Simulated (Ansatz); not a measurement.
**Ge under changes of volume**

One of the cells (18.253 Å³/atom); the others are scaled copies at fixed shape and fractional positions:

```xyz
2
Lattice="1.4881 -2.5947 0.0000 1.4881 2.5947 0.0000 0.0000 0.0000 4.7276" Properties=species:S:1:pos:R:3 pbc="T T T"
Ge    1.4881    0.8643    1.1819
Ge    1.4881   -0.8643    3.5457
```

This isn't the form of Ge at room conditions, which is diamond.

- Program: Ansatz 0.2.0
- Functional: PBEsol
- Potentials or basis: all-electron LAPW, scalar-relativistic
- Cutoff: 199 eV (chosen from the basis error)
- Basis error allowed: 0.001 eV/atom
- k mesh: 10 × 10 × 6
- Occupations: fermi-dirac, width 0.05 eV
- Spin: no spin polarisation

| volume (Å³/atom) | energy over the lowest point (meV/atom) | pressure (GPa) | largest force (eV/Å) |
| --- | --- | --- | --- |
| 17.158 | 21.88 | 6.1 | 0.003 |
| 17.523 | 10.28 | 4.0 | 0.002 |
| 17.888 | ? | ? | ? |
| 18.253 | 0.00 | 0.5 | 0.001 |
| 18.618 | 0.48 | -1.0 | 0.000 |
| 18.984 | 4.22 | -2.3 | 0.001 |
| 19.349 | 10.89 | -3.5 | 0.001 |

Task: What does the run at 17.888 Å³/atom give?

Result: Energy over the lowest point 3.13 meV/atom; pressure 2.2 GPa; largest force 0.001 eV/Å.

Worked out: A Birch-Murnaghan fit of order 3 (a polynomial in V^(-2/3)) to the other rows has its minimum at 18.38 Å³/atom with B0 = V·E''(V) = 77 GPa and B' = 4.3 at fixed shape and positions, which overstates the stiffness. It gives 3.14 meV/atom at 17.888 Å³/atom, against the run's 3.13, and -dE/dV = 2.2 GPa, against 2.2.

Energies are extrapolated to zero smearing.
